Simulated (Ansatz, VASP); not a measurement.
Al in VASP and in Ansatz

The input INCAR:

```
ALGO = Normal ; EDIFF = 1E-6
ENCUT = 520 ; GGA = CA
ISIF = 2 ; ISMEAR = 0
LASPH = T ; LCHARG = T
LELF = T ; LREAL = F
LVHAR = T ; LWAVE = F
NBANDS = 8 ; NELM = 80
PREC = Accurate ; SIGMA = 0.05
```

Contents of KPOINTS:

```
k-points
0
Gamma
  18 18 18
```

The input POSCAR:

```
Al
1.0
    0.0000000000      1.9923889071      1.9923889071
    1.9923889071      0.0000000000      1.9923889071
    1.9923889071      1.9923889071      0.0000000000
Al
1
Direct
    0.0000000000      0.0000000000      0.0000000000
```

Input for Ansatz:

```yaml
crystal:
  lattice:
    - [0.0, 1.9923889071, 1.9923889071]
    - [1.9923889071, 0.0, 1.9923889071]
    - [1.9923889071, 1.9923889071, 0.0]
  atoms:
    - { symbol: Al, position: [0.0, 0.0, 0.0] }
basis:
  ecutwfc: 420
  ecutrho_ratio: 4
kpoints:
  mp_grid: { grid: [18, 18, 18] }
hamiltonian:
  xc: lda
scf:
  occupations: { method: gaussian, width: 0.05 }
output:
  forces: true
  stress: true
  eigenvalues: true
```

Alike in both runs: task single point; functional LDA; k mesh 18 × 18 × 18; occupations gaussian, width 0.05 eV; no spin polarisation.

|  | VASP | Ansatz |
| --- | --- | --- |
| version | VASP 6.6.1 | Ansatz 0.2.0 |
| potentials or method | VASP PAW LDA potentials, release 64 (Al) | scalar-relativistic, plane waves, PAW |
| plane-wave cutoff (eV) | 520 | 420 |
| valence electrons in the cell | 3 | 3 |

```csv
,VASP,Ansatz,Ansatz less VASP
pressure (GPa),0.0,-0.1,-0.06
```
